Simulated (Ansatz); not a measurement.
The system is TaN.

```
Ta N
1.0
     2.93800    0.00000    0.00000
    -1.46900    2.54438    0.00000
     0.00000    0.00000    2.88300
Ta N
1 1
Cartesian
  0.0000 0.0000 1.4415
  1.4690 0.8481 0.0000
```

```yaml
Program: Ansatz 0.2.0
Task: relaxation of cell and atoms
Functional: BLYP
Potentials_or_basis: all-electron LAPW, relativistic spinors
Basis_error_allowed: 0.002 eV/atom
k_mesh: 8 × 8 × 7
Occupations: methfessel-paxton, width 0.001 eV
Spin: spin-orbit coupling, no magnetisation
```

At the start: volume 10.78 Å³/atom.

Q: How do energy, volume and symmetry change on relaxing?

A: Over 6 steps the energy falls by 24.2 meV/atom and the volume is 11.29 Å³/atom (+4.7 %); space group P-6m2 (No. 187, to 0.05 Å).

Step by step:
```csv
step,energy change (eV),largest force (eV/Å),volume (Å³)
1,0.0000,0.0000,21.55
2,-0.0314,0.0000,23.13
3,-0.0461,0.0000,22.65
4,-0.0483,0.0000,22.57
5,-0.0483,0.0000,22.57
6,-0.0483,0.0000,22.57
```

Final structure:
```
Ta N
1.0
     2.98335    0.00000    0.00000
    -1.49168    2.58366    0.00000
     0.00000    0.00000    2.92858
Ta N
1 1
Cartesian
  0.0000 0.0000 1.4643
  1.4917 0.8612 0.0000
```
